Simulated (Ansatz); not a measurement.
Input and output of a field-response calculation (clamped ions) on MoSe2 built on the 2H-MoS2 prototype (Ansatz 0.2.0, r2SCAN). The geometry is the r2SCAN+rVV10 minimum.

input.yaml:
```yaml
crystal:
  lattice:
    - [3.305392696, 0.0, 0.0]
    - [-1.652696348, 2.8625540442, 0.0]
    - [0.0, 0.0, 13.087834096]
  atoms:
    - { symbol: Mo, position: [0.3333333333, 0.6666666667, 0.25] }
    - { symbol: Mo, position: [0.6666666667, 0.3333333333, 0.75] }
    - { symbol: Se, position: [0.6666666667, 0.3333333333, 0.376631369] }
    - { symbol: Se, position: [0.6666666667, 0.3333333333, 0.123368631] }
    - { symbol: Se, position: [0.3333333333, 0.6666666667, 0.876631369] }
    - { symbol: Se, position: [0.3333333333, 0.6666666667, 0.623368631] }
kpoints:
  mp_grid: { grid: [9, 9, 2] }
hamiltonian:
  xc: r2scan
scf:
  occupations: { method: fixed }
dielectric: {}
```

Run as `ansatz run input.yaml --threads 2 --pin off --max-ram 29491MiB --backend cpu --events-out ev --progress --plain --runs-dir out`.

Task: It ran on 2 threads of AMD EPYC 7R13 Processor (Zen 3), with other jobs on the host, load about 0.7 per core. About how long did it take, and how much host memory at the peak?

Result: About 4.2 min, with a peak of 2.6 GiB.

Task: What does the program print?

Result: Abridged output:
```
Functional definition: r2SCAN
Crystal: 6 atoms, lattice volume = 123.835 Å³
Basis set: ecut = 500 eV, 3119 PW (Γ)
Bands: 56, of which v1, the nominal top of the filled ones, is band 46 counted from 1 (45 counted from 0)
Symmetry: 24 space group operations
k-points: 50 of 162 (irreducible under 2 space group operations, time reversal used)
SCF 1 converged in 10 iterations: F = -31852.174206 eV  dr2 = 4.78e-12
SCF 1 converged in 5 iterations: F = -31851.842080 eV  dr2 = 3.53e-8
Free energy (F): -31852.174206 eV
Fermi energy:    11.874817 eV
--- Band table (eV; the first three rows and the last of 50) ---
  k-point 0: bands = […, 10.1822, 10.2237, 10.2237, 10.8549, 10.8990, 11.8748, 14.4544, 14.4544, 14.5113, 14.5113, …]
  k-point 1: bands = […, 10.2030, 10.2030, 10.2030, 10.2030, 11.6683, 11.6683, 14.4712, 14.4712, 14.4712, 14.4712, …]
  k-point 2: bands = […, 9.9022, 9.9528, 10.2278, 10.8692, 11.1085, 11.5925, 14.0926, 14.1334, 14.2318, 14.3200, …]
  k-point 49: bands = […, 8.9489, 8.9489, 9.9393, 9.9393, 10.8668, 10.8668, 13.3447, 13.3447, 13.8428, 13.8428, …]
--- Dielectric response (ions clamped): 3 representative field directions + reference, inside a basis on a mesh of 200 k-points ---
  ε∞ (high-frequency dielectric tensor):
       15.979889     0.000000     0.000000
        0.000000    15.979889     0.000000
        0.000000     0.000000     6.764548
  Born effective charges Z* (e; rows j = field, columns β = displacement):
    site 0:
        -1.61719    0.00000    0.00000
         0.00000   -1.61719    0.00000
         0.00000    0.00000   -0.78861
    site 1:
        -1.61719    0.00000    0.00000
         0.00000   -1.61719    0.00000
         0.00000    0.00000   -0.78861
    site 2:
         0.80860    0.00000    0.00000
         0.00000    0.80860    0.00000
         0.00000    0.00000    0.39430
    site 3:
         0.80860    0.00000    0.00000
         0.00000    0.80860    0.00000
         0.00000    0.00000    0.39430
    site 4:
         0.80860    0.00000    0.00000
         0.00000    0.80860    0.00000
         0.00000    0.00000    0.39430
    site 5:
         0.80860    0.00000    0.00000
         0.00000    0.80860    0.00000
         0.00000    0.00000    0.39430
  ε∞ is read to err by 1.0e-1, Z* by 3.2e-2 e
```
Only the leading digits can be foreseen; the rest is this run's record.

The rows of the band table are 0: (0, 0, 0) = Γ, 1: (0, 0, -1/2) = A, 2: (0, 0.111, 0), 49: (0.444, -0.222, -1/2).

The electronic dielectric tensor ε∞ is 15.98 along x and y, 6.76 along z. Born charges, averaged over directions: Mo -1.34, Se +0.67 e.

No spin polarisation and no zero-point or thermal motion.

Spin-orbit coupling is left out.
